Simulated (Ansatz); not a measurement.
# HO — O-17 nuclear quadrupole resonance

Cell: an entry of the Crystallography Open Database (COD) whose atoms were relaxed with PBE, the cell held.

Space group P4_12_12 (No. 92); a = 4.0600, c = 8.0000 Å.

| site | Wyckoff | site symmetry | x | y | z |
| --- | --- | --- | --- | --- | --- |
| H | 8b | 1 | 0.9315 | 0.3090 | 0.1313 |
| O | 8b | 1 | 0.0530 | 0.1891 | 0.2224 |

One atom of each set is listed.

Method: Kohn–Sham DFT in Ansatz, r2SCAN, plane waves and PAW (field gradients read without the response of the frozen cores, which leaves them typically 4 to 6 % off), scalar-relativistic, 500 eV cutoff, Γ-centred 8×8×4 k-points, Fermi–Dirac smearing 0.05 eV.

O-17: I = 5/2, Q = -25.58 mb (year-2017 value). Static lattice, zero field.

**Question.** Predict the zero-field O-17 lines of each site.

**Answer.** For I = 5/2 and η = 0 the lines are 3|C_Q|/20 and twice that; η pulls their ratio below 2. At large η the states mix, and weaker lines appear at sums of the main ones; lines under 5 % of the strongest are left out.

```
site  atoms  V_zz (10²¹ V/m²)  C_Q (MHz)     η  line frequencies (MHz)
   O      8              28.6      -17.7  0.72        3.87, 4.91, 8.78
```

The structure holds O–O bonds (1.46 Å). At O V_zz points along the longer of its two bonds, to O (within 8°).

The largest force is 0.4 eV/Å, so the atoms aren't at the calculated equilibrium and relaxing them would move these values.
